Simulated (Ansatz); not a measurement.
Structure types of Ru compared at 93 GPa

Structure types of Ru are relaxed in primitive cells with their symmetry kept at 93 GPa, first on PAW files, then by LAPW. The enthalpy is E + pV at zero temperature, without zero-point motion. Only the types listed were tried, and differences under about 5 meV/atom are mesh noise. Not among the end structures: fcc, which may lie lower.

Computed with Ansatz 0.2.0; functional PBE, scalar-relativistic. Settings: Fermi–Dirac smearing of 0.08 eV, no spin polarisation. Methods: LAPW: all electrons, basis error target 0.5 meV/atom; PAW: frozen-core files, cutoff 420 eV.

k meshes: bcc 19×19×19, hcp 17×17×10, diamond 14×14×14, beta tin 18×18×18, simple hexagonal 18×18×17.

Task: Order the types by LAPW enthalpy, lowest first.
A. diamond
B. hcp
C. beta tin
D. bcc
E. simple hexagonal

Result: B (0 meV/atom), D (799 meV/atom), E (1346 meV/atom), C (1586 meV/atom), A (3936 meV/atom).

```csv
start type,ends as,"a, b, c (Å)",V (Å³/atom),"H − H(lowest), LAPW (meV/atom)","same, PAW"
bcc,"bcc, Im-3m","2.852, 2.852, 2.852",11.60,799.1,799.3
hcp,"hcp, P6_3/mmc","2.548, 2.548, 4.051",11.39,0.0,0.0
diamond,"diamond, Fd-3m","4.951, 4.951, 4.951",15.17,3936.1,3931.3
beta tin,"beta tin, I4_1/amd","4.465, 4.465, 2.456",12.24,1586.3,1585.3
simple hexagonal,"simple hexagonal, P6/mmm","2.464, 2.464, 2.287",12.02,1346.4,1344.2
```

Task: Split the lead of hcp over bcc into energy and pV.

Result: For bcc less hcp: ΔE = +676.0 meV/atom, and p·ΔV = 93 GPa × +0.2120 Å³ × 6.242 meV/(GPa·Å³) = +123.1 meV/atom, together 799.1 meV/atom. hcp wins on both counts.
